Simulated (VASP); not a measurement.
# NaF (Villiaumite) (Fm-3m) in VASP: a series of runs, part 2 of 2

VASP 6.6.1. Earlier steps stand in the parts before.

### 4 Phonons, PBEsol, target pressure -1.5 GPa, at which the enthalpy is minimised

File POSCAR:

```
NaF
1.0
    0.0000000000      2.3140630851      2.3140630851
    2.3140630851      0.0000000000      2.3140630851
    2.3140630851      2.3140630851      0.0000000000
  Na              F
     1     1
Direct
     0.0000000000000000    0.0000000000000000    0.0000000000000000
     0.5000000000000000    0.5000000000000000    0.5000000000000000
```

File INCAR.step1:

```
SYSTEM = NaF
ALGO     = Normal         ! electronic algorithm
EDIFF    = 1E-8           ! SCF threshold, eV
EDIFFG   = -0.002         ! ionic threshold
ENCUT    = 600            ! plane-wave cutoff, eV
GGA      = PS             ! functional
IBRION   = 2              ! ionic algorithm
ISIF     = 3              ! what is computed and relaxed
ISMEAR   = 0              ! smearing method
LASPH    = .TRUE.         ! aspherical terms in the spheres
LCHARG   = .FALSE.        ! write CHGCAR
LREAL    = .FALSE.        ! projectors in reciprocal space
LWAVE    = .FALSE.        ! write WAVECAR
NELM     = 80             ! most SCF steps
NSW      = 40             ! ionic steps
PREC     = Accurate       ! precision mode
PSTRESS  = -15.0        
SIGMA    = 0.03           ! smearing width, eV
```

File INCAR.step2:

```
SYSTEM = NaF
ALGO     = Normal         ! electronic algorithm
EDIFF    = 1E-8           ! SCF threshold, eV
ENCUT    = 600            ! plane-wave cutoff, eV
GGA      = PS             ! functional
IBRION   = 6              ! ionic algorithm
ISIF     = 2              ! what is computed and relaxed
ISMEAR   = 0              ! smearing method
LASPH    = .TRUE.         ! aspherical terms in the spheres
LCHARG   = .FALSE.        ! write CHGCAR
LREAL    = .FALSE.        ! projectors in reciprocal space
LWAVE    = .FALSE.        ! write WAVECAR
NELM     = 80             ! most SCF steps
NFREE    = 2            
NSW      = 1              ! ionic steps
POTIM    = 0.015          ! step
PREC     = Accurate       ! precision mode
PSTRESS  = -15.0        
SIGMA    = 0.03           ! smearing width, eV
```

File KPOINTS:

```
k-points
0
G
  10 10 10
  0 0 0
```

Potentials or basis: VASP PAW PBE potentials, release 64 (Na_pv, F).

Started as:

```bash
cat potpaw_PBE.64/Na_pv/POTCAR potpaw_PBE.64/F/POTCAR > POTCAR
cp INCAR.step1 INCAR
mpirun -np 1 vasp_std > vasp.out
cp CONTCAR POSCAR
cp INCAR.step2 INCAR
mpirun -np 1 vasp_std > vasp.out
```

OUTCAR:

```text
SYSTEM = NaF
   EDIFF = 1E-8
   ENCUT = 600
   GGA = PS
   IBRION = 6
   ISIF = 2
   ISMEAR = 0
   LASPH = .TRUE.
   LREAL = .FALSE.
   NELM = 80
   NFREE = 2
   NSW = 1
   POTIM = 0.015
   PREC = Accurate
   PSTRESS = -15.0

 ion  position               nearest neighbor table
   1  0.000  0.000  0.000-   2 2.34   2 2.34   2 2.34   2 2.34   2 2.34   2 2.34
   2  0.500  0.500  0.500-   1 2.34   1 2.34   1 2.34   1 2.34   1 2.34   1 2.34

  LATTYP: Found a face centered cubic cell.
 ALAT       =     4.6783499866

  Lattice vectors:

 A1 = (   0.0000000000,   2.3391749933,   2.3391749933)
 A2 = (   2.3391749933,   0.0000000000,   2.3391749933)
 A3 = (   2.3391749933,   2.3391749933,   0.0000000000)

Analysis of symmetry for initial positions (statically):
=====================================================================
 Subroutine PRICEL returns:
[... 686 lines left out ...]
  -------------------------------------------------------------------------------------
  Total       -0.2456277     -0.2492786     -0.2492786      0.0000000     -0.0000000      0.0000000
  in kB      -15.3733981    -15.6018983    -15.6018983      0.0000000     -0.0000000      0.0000000
  external PRESSURE =      -0.5257316 kB  Pullay stress =     -15.0000000 kB
[... 21 lines left out ...]
  energy  without entropy=       -8.7677585384  energy(sigma->0) =       -8.76775854

  enthalpy is  TOTEN    =        -9.0074203346 eV   P V=       -0.2396617962

 INTERNAL STRAIN TENSORS FROM DISPLACED ATOMS
 ============================================

 INTERNAL STRAIN TENSOR FOR ION    1 for displacements in x,y,z  (eV/Angst):
          X           Y           Z          XY          YZ          ZX
  --------------------------------------------------------------------------------
  x     0.00000     0.00000     0.00000     0.00000     0.00000     0.00000
  y     0.00000     0.00000     0.00000     0.00000     0.00000     0.00000
  z     0.00000     0.00000     0.00000     0.00000     0.00000     0.00000

 INTERNAL STRAIN TENSOR FOR ION    2 for displacements in x,y,z  (eV/Angst):
          X           Y           Z          XY          YZ          ZX
  --------------------------------------------------------------------------------
  x     0.00000     0.00000     0.00000     0.00000     0.00000     0.00000
  y     0.00000     0.00000     0.00000     0.00000     0.00000     0.00000
  z     0.00000     0.00000     0.00000     0.00000     0.00000     0.00000

 Eigenvectors and eigenvalues of the dynamical matrix
 ----------------------------------------------------

   1 f  =    6.778254 THz    42.589028 2PiTHz  226.098225 cm-1    28.032595 meV
             X         Y         Z           dx          dy          dz
      0.000000  0.000000  0.000000     0.000000    0.675774    0.000000
      2.339175  2.339175  2.339175     0.000000   -0.737109    0.000000
[... 21 lines left out ...]
   6 f/i=    0.028640 THz     0.179950 2PiTHz    0.955327 cm-1     0.118445 meV
             X         Y         Z           dx          dy          dz
      0.000000  0.000000  0.000000     0.000000    0.000000    0.737109
      2.339175  2.339175  2.339175     0.000000    0.000000    0.675774

 ELASTIC MODULI CONTR FROM IONIC RELAXATION (kBar)
 Direction    XX          YY          ZZ          XY          YZ          ZX
 --------------------------------------------------------------------------------
 XX           0.0000      0.0000      0.0000      0.0000      0.0000      0.0000
 YY           0.0000      0.0000      0.0000      0.0000      0.0000      0.0000
 ZZ           0.0000      0.0000      0.0000      0.0000      0.0000      0.0000
 XY           0.0000      0.0000      0.0000      0.0000      0.0000      0.0000
 YZ           0.0000      0.0000      0.0000      0.0000      0.0000      0.0000
 ZX           0.0000      0.0000      0.0000      0.0000      0.0000      0.0000
 --------------------------------------------------------------------------------
```

Run time: 2 min. Hardware: 1 thread of AMD EPYC 7R13 (Zen 3), shared host; peak memory 0.16 GiB.

Results:

```
Relaxed volume                                          : 12.80 Å³/atom
Relaxed cell                                            : a = 3.308 Å, b = 3.308 Å, c = 3.308 Å, α = 60.00°, β = 60.00°, γ = 60.00°
Space group after relaxing (to 0.05 Å)                  : Fm-3m (No. 225)
Highest phonon frequency at Γ, LO-TO splitting left out : 226 cm⁻¹
```

Step by step:
```csv
step,energy change (eV),largest force (eV/Å),pressure (GPa),volume (Å³)
1,0.0000,0.0000,-0.08,24.78
2,0.0011,0.0000,-0.81,25.18
3,0.0042,0.0000,-1.52,25.60
```

Final structure:
```yaml
crystal:
  lattice:
    - [0.00000, 2.33917, 2.33917]
    - [2.33917, 0.00000, 2.33917]
    - [2.33917, 2.33917, 0.00000]
  atoms:
    - { symbol: Na, position: [0.00000, 0.00000, 0.00000] }
    - { symbol: F, position: [0.50000, 0.50000, 0.50000] }
```

Phonon frequencies in cm⁻¹ (negative: imaginary):
| q point | frequencies |
| --- | --- |
| (0.000, 0.000, 0.000) | -1 -1 -1 226 226 226 |

Caveat: the PAW data sets were made with another functional, which shifts forces and pressure a little.

### 5 Dielectric tensor, PBEsol

This run uses another cell than the first one, of 12.80 Å³/atom, 1.033 times its volume.

File INCAR:

```
SYSTEM = NaF
ALGO     = Normal         ! electronic algorithm
EDIFF    = 1E-8           ! SCF threshold, eV
ENCUT    = 600            ! plane-wave cutoff, eV
GGA      = PS             ! functional
ISIF     = 2              ! what is computed and relaxed
ISMEAR   = 0              ! smearing method
LASPH    = .TRUE.         ! aspherical terms in the spheres
LCHARG   = .FALSE.        ! write CHGCAR
LEPSILON = .TRUE.         ! dielectric tensor by DFPT
LREAL    = .FALSE.        ! projectors in reciprocal space
LWAVE    = .FALSE.        ! write WAVECAR
NELM     = 80             ! most SCF steps
PREC     = Accurate       ! precision mode
SIGMA    = 0.03           ! smearing width, eV
```

File KPOINTS:

```
k-points
0
Monkhorst
  16 16 16
  0 0 0
```

File POSCAR:

```
NaF                                     
1.0
   -0.0000000000      2.3391749933      2.3391749933
    2.3391749933      0.0000000000      2.3391749933
    2.3391749933      2.3391749933      0.0000000000
  Na              F             
     1     1
Direct
     0.0000000000000000    0.0000000000000000    0.0000000000000000
     0.5000000000000000    0.5000000000000000    0.5000000000000000
```

Potentials or basis: VASP PAW PBE potentials, release 64 (Na_pv, F).

Started as:

```bash
cat potpaw_PBE.64/Na_pv/POTCAR potpaw_PBE.64/F/POTCAR > POTCAR
mpirun -np 1 vasp_std > vasp.out
```

OUTCAR:

```text
SYSTEM = NaF
   EDIFF = 1E-8
   ENCUT = 600
   GGA = PS
   ISIF = 2
   ISMEAR = 0
   LASPH = .TRUE.
   LEPSILON = .TRUE.
   LREAL = .FALSE.
   NELM = 80
   PREC = Accurate

 ion  position               nearest neighbor table
   1  0.000  0.000  0.000-   2 2.34   2 2.34   2 2.34   2 2.34   2 2.34   2 2.34
   2  0.500  0.500  0.500-   1 2.34   1 2.34   1 2.34   1 2.34   1 2.34   1 2.34

  LATTYP: Found a face centered cubic cell.
 ALAT       =     4.6783499866

  Lattice vectors:

 A1 = (   0.0000000000,   2.3391749933,   2.3391749933)
 A2 = (   2.3391749933,   0.0000000000,   2.3391749933)
 A3 = (   2.3391749933,   2.3391749933,   0.0000000000)

Analysis of symmetry for initial positions (statically):
=====================================================================
 Subroutine PRICEL returns:
 Original cell was already a primitive cell.

 Routine SETGRP: Setting up the symmetry group for a
 face centered cubic supercell.

 Subroutine GETGRP returns: Found 48 space group operations
 (whereof 48 operations were pure point group operations)
 out of a pool of 48 trial point group operations.

The static configuration has the point symmetry O_h .

Analysis of symmetry for dynamics (positions and initial velocities):
=====================================================================
 Subroutine PRICEL returns:
 Original cell was already a primitive cell.

 Routine SETGRP: Setting up the symmetry group for a
 face centered cubic supercell.

 Subroutine GETGRP returns: Found 48 space group operations
 (whereof 48 operations were pure point group operations)
 out of a pool of 48 trial point group operations.
[... 515 lines left out ...]

  energy  without entropy=       -8.7679941621  energy(sigma->0) =       -8.76799416

 HEAD OF MICROSCOPIC STATIC DIELECTRIC TENSOR (INDEPENDENT PARTICLE, excluding Hartree and local field effects)
 ------------------------------------------------------
           1.902125    -0.000000     0.000000
           0.000000     1.902125     0.000000
          -0.000000     0.000000     1.902125
 ------------------------------------------------------

 Free energy of the ion-electron system (eV)
  ---------------------------------------------------
  ---------------------------------------------------
  free energy    TOTEN  =        -0.06831608 eV

  energy without entropy =       -0.06831608

------------------------ aborting loop because EDIFF is reached ----------------------------------------

--------------------------------------- Ionic step        2  -------------------------------------------

------------------------ aborting loop because EDIFF is reached ----------------------------------------

--------------------------------------- Ionic step        3  -------------------------------------------

 Free energy of the ion-electron system (eV)
  ---------------------------------------------------
  ---------------------------------------------------
  free energy    TOTEN  =        -0.06831608 eV

  energy without entropy =       -0.06831608

------------------------ aborting loop because EDIFF is reached ----------------------------------------

 PIEZOELECTRIC TENSOR FIELD DIRECTION 3  (e Angst)
 -----------------------------------------------------------------------------
    -0.00008  0.00000 -0.00000           ( -0.00000  0.00000  0.00000)
     0.00000 -0.00008  0.00000           (  0.00000 -0.00000 -0.00000)
     0.00000 -0.00000 -0.00004           (  0.00000 -0.00000 -0.00001)

 PIEZOELECTRIC TENSOR FIELD DIRECTION 3  (C/m^2)
 -----------------------------------------------------------------------------
    -0.00005  0.00000 -0.00000
     0.00000 -0.00005  0.00000
     0.00000 -0.00000 -0.00003

 MACROSCOPIC STATIC DIELECTRIC TENSOR (including local field effects in DFT)
 ------------------------------------------------------
           1.875786     0.000000     0.000000
           0.000000     1.875786     0.000000
          -0.000000     0.000000     1.875786
 ------------------------------------------------------

 PIEZOELECTRIC TENSOR (including local field effects)  for field in x, y, z        (e  Angst)
          XX          YY          ZZ          XY          YZ          ZX
  --------------------------------------------------------------------------------
  x     0.00000     0.00000     0.00000     0.00000     0.00000     0.00000
  y     0.00000     0.00000     0.00000     0.00000     0.00000     0.00000
  z     0.00000     0.00000     0.00000     0.00000     0.00000     0.00000

 PIEZOELECTRIC TENSOR (including local field effects)  for field in x, y, z        (C/m^2)
          XX          YY          ZZ          XY          YZ          ZX
  --------------------------------------------------------------------------------
  x     0.00000     0.00000     0.00000     0.00000     0.00000     0.00000
  y     0.00000     0.00000     0.00000     0.00000     0.00000     0.00000
  z     0.00000     0.00000     0.00000     0.00000     0.00000     0.00000

 BORN EFFECTIVE CHARGES (including local field effects) (in |e|, cummulative output)
 ---------------------------------------------------------------------------------
 ion    1
    1     1.01237     0.00000     0.00000
    2     0.00000     1.01237     0.00000
    3     0.00000     0.00000     1.01237
 ion    2
    1    -1.01237     0.00000     0.00000
    2     0.00000    -1.01237     0.00000
    3     0.00000     0.00000    -1.01237
```

OSZICAR:

```text
N       E                     dE             d eps       ncg     rms          rms(c)
DAV:   1     0.121069647580E+03    0.12107E+03   -0.88335E+03  9060   0.168E+03
DAV:   2    -0.210609030203E+01   -0.12318E+03   -0.11382E+03  9564   0.390E+02
[... 13 lines left out ...]
RMM:   5    -0.682524653219E-01   -0.69169E-03   -0.46004E-05 45885   0.821E-02    0.560E-03
RMM:   6    -0.683075443123E-01   -0.55079E-04   -0.26031E-06 46651   0.161E-02    0.120E-03
RMM:   7    -0.683131024371E-01   -0.55581E-05   -0.82742E-08 44961   0.338E-03    0.215E-04
RMM:   8    -0.683160748657E-01   -0.29724E-05   -0.56198E-09 44576   0.741E-04    0.471E-05
RMM:   9    -0.683161654627E-01   -0.90597E-07   -0.57321E-10 42488   0.249E-04    0.248E-05
RMM:  10    -0.683160798955E-01    0.85567E-07   -0.87848E-11 25863   0.609E-05    0.424E-06
```

Run time: 27 min. Hardware: 1 thread of AMD EPYC 7R13 (Zen 3), shared host; peak memory 0.93 GiB.

What came out:

```yaml
Electronic_dielectric_tensor_diagonal: 1.88
Born_charges_mean_of_the_diagonal: Na +1.01; F -1.01 e
```

Levels at points of the mesh, in eV from the valence-band top:
| k point | band 4 | band 5 | band 6 | band 7 | band 8 | band 9 | band 10 | band 11 |
| --- | --- | --- | --- | --- | --- | --- | --- | --- |
| (0.03, 0.03, 0.03) | -18.82 | -0.02 | 0.00 | 0.00 | 6.06 | 18.45 | 18.66 | 18.66 |

Electronic dielectric tensor:
```
1.88 0.00 0.00
0.00 1.88 0.00
0.00 0.00 1.88
```

Born effective charge tensors (e):
atom 1, Na
```
1.01 0.00 0.00
0.00 1.01 0.00
0.00 0.00 1.01
```
atom 2, F
```
-1.01  0.00  0.00
 0.00 -1.01  0.00
 0.00  0.00 -1.01
```

Caveat: the PAW data sets were made with another functional, which shifts forces and pressure a little.

### 6 Phonons, PBEsol, target pressure 1.5 GPa, at which the enthalpy is minimised

File POSCAR:

```
NaF
1.0
    0.0000000000      2.3140630851      2.3140630851
    2.3140630851      0.0000000000      2.3140630851
    2.3140630851      2.3140630851      0.0000000000
  Na              F
     1     1
Direct
     0.0000000000000000    0.0000000000000000    0.0000000000000000
     0.5000000000000000    0.5000000000000000    0.5000000000000000
```

INCAR.step1: that of step 4 with these lines changed.

```diff
@@ -16,3 +16,3 @@
 PREC     = Accurate       ! precision mode
-PSTRESS  = -15.0        
+PSTRESS  = 15.0         
 SIGMA    = 0.03           ! smearing width, eV
```

INCAR.step2: that of step 4 with these lines changed.

```diff
@@ -17,3 +17,3 @@
 PREC     = Accurate       ! precision mode
-PSTRESS  = -15.0        
+PSTRESS  = 15.0         
 SIGMA    = 0.03           ! smearing width, eV
```

File KPOINTS:

```
k-points
0
G
  10 10 10
  0 0 0
```

Potentials or basis: VASP PAW PBE potentials, release 64 (Na_pv, F).

Started as:

```bash
cat potpaw_PBE.64/Na_pv/POTCAR potpaw_PBE.64/F/POTCAR > POTCAR
cp INCAR.step1 INCAR
mpirun -np 1 vasp_std > vasp.out
cp CONTCAR POSCAR
cp INCAR.step2 INCAR
mpirun -np 1 vasp_std > vasp.out
```

OUTCAR:

```text
SYSTEM = NaF
   EDIFF = 1E-8
   ENCUT = 600
   GGA = PS
   IBRION = 6
   ISIF = 2
   ISMEAR = 0
   LASPH = .TRUE.
   LREAL = .FALSE.
   NELM = 80
   NFREE = 2
   NSW = 1
   POTIM = 0.015
   PREC = Accurate
   PSTRESS = 15.0

 ion  position               nearest neighbor table
   1  0.000  0.000  0.000-   2 2.29   2 2.29   2 2.29   2 2.29   2 2.29   2 2.29
   2  0.500  0.500  0.500-   1 2.29   1 2.29   1 2.29   1 2.29   1 2.29   1 2.29
[... 735 lines left out ...]
  x     0.00000     0.00000     0.00000     0.00000     0.00000     0.00000
  y     0.00000     0.00000     0.00000     0.00000     0.00000     0.00000
  z     0.00000     0.00000     0.00000     0.00000     0.00000     0.00000

 INTERNAL STRAIN TENSOR FOR ION    2 for displacements in x,y,z  (eV/Angst):
          X           Y           Z          XY          YZ          ZX
  --------------------------------------------------------------------------------
  x     0.00000     0.00000     0.00000     0.00000     0.00000     0.00000
  y     0.00000     0.00000     0.00000     0.00000     0.00000     0.00000
  z     0.00000     0.00000     0.00000     0.00000     0.00000     0.00000

 Eigenvectors and eigenvalues of the dynamical matrix
 ----------------------------------------------------

   1 f  =    7.891533 THz    49.583966 2PiTHz  263.233214 cm-1    32.636744 meV
             X         Y         Z           dx          dy          dz
      0.000000  0.000000  0.000000     0.671789    0.000000   -0.000000
      2.291064  2.291064  2.291064    -0.740743   -0.000000   -0.000000
[... 21 lines left out ...]
   6 f/i=    0.009217 THz     0.057913 2PiTHz    0.307451 cm-1     0.038119 meV
             X         Y         Z           dx          dy          dz
      0.000000  0.000000  0.000000     0.358889    0.624689   -0.172225
      2.291064  2.291064  2.291064     0.325481    0.566538   -0.156193

 ELASTIC MODULI CONTR FROM IONIC RELAXATION (kBar)
 Direction    XX          YY          ZZ          XY          YZ          ZX
 --------------------------------------------------------------------------------
 XX           0.0000      0.0000      0.0000      0.0000      0.0000      0.0000
 YY           0.0000      0.0000      0.0000      0.0000      0.0000      0.0000
 ZZ           0.0000      0.0000      0.0000      0.0000      0.0000      0.0000
 XY           0.0000      0.0000      0.0000      0.0000      0.0000      0.0000
 YZ           0.0000      0.0000      0.0000      0.0000      0.0000      0.0000
 ZX           0.0000      0.0000      0.0000      0.0000      0.0000      0.0000
 --------------------------------------------------------------------------------
```

OSZICAR.step1:

```text
N       E                     dE             d eps       ncg     rms          rms(c)
DAV:   1     0.120384881126E+03    0.12038E+03   -0.88663E+03  1040   0.173E+03
DAV:   2    -0.232449980475E+01   -0.12271E+03   -0.11428E+03  1112   0.393E+02
DAV:   3    -0.946329270919E+01   -0.71388E+01   -0.71150E+01  1208   0.943E+01
[... 33 lines left out ...]
DAV:   7    -0.876742485257E+01   -0.59762E-07   -0.47882E-07  1097   0.100E-02    0.879E-04
DAV:   8    -0.876742495797E+01   -0.10540E-06   -0.41199E-08  1154   0.427E-03    0.464E-04
DAV:   9    -0.876742493437E+01    0.23596E-07   -0.46274E-09   526   0.834E-04    0.933E-05
DAV:  10    -0.876742491640E+01    0.17973E-07   -0.82135E-10   535   0.413E-04    0.769E-05
DAV:  11    -0.876742491949E+01   -0.30843E-08   -0.86037E-11   532   0.162E-04
   3 F= -.85422488E+01 E0= -.85422488E+01  d E =-.374082E-02
```

Run time: 1.9 min. Hardware: 1 thread of AMD EPYC 7R13 (Zen 3), shared host; peak memory 0.16 GiB.

Results:

| Quantity | Value |
| --- | --- |
| Relaxed volume | 12.03 Å³/atom |
| Relaxed cell | a = 3.240 Å, b = 3.240 Å, c = 3.240 Å, α = 60.00°, β = 60.00°, γ = 60.00° |
| Space group after relaxing (to 0.05 Å) | Fm-3m (No. 225) |
| Highest phonon frequency at Γ, LO-TO splitting left out | 263 cm⁻¹ |

Step by step:
```tsv
step	energy change (eV)	largest force (eV/Å)	pressure (GPa)	volume (Å³)
1	0.0000	0.0000	-0.08	24.78
2	0.0010	0.0000	0.82	24.35
3	0.0031	0.0000	1.48	24.05
```

Final structure:
```yaml
crystal:
  lattice:
    - [0.00000, 2.29106, 2.29106]
    - [2.29106, 0.00000, 2.29106]
    - [2.29106, 2.29106, 0.00000]
  atoms:
    - { symbol: Na, position: [0.00000, 0.00000, 0.00000] }
    - { symbol: F, position: [0.50000, 0.50000, 0.50000] }
```

Phonon frequencies in cm⁻¹ (negative: imaginary):
| q point | frequencies |
| --- | --- |
| (0.000, 0.000, 0.000) | 0 0 0 263 263 263 |

Caveat: the PAW data sets were made with another functional, which shifts forces and pressure a little.
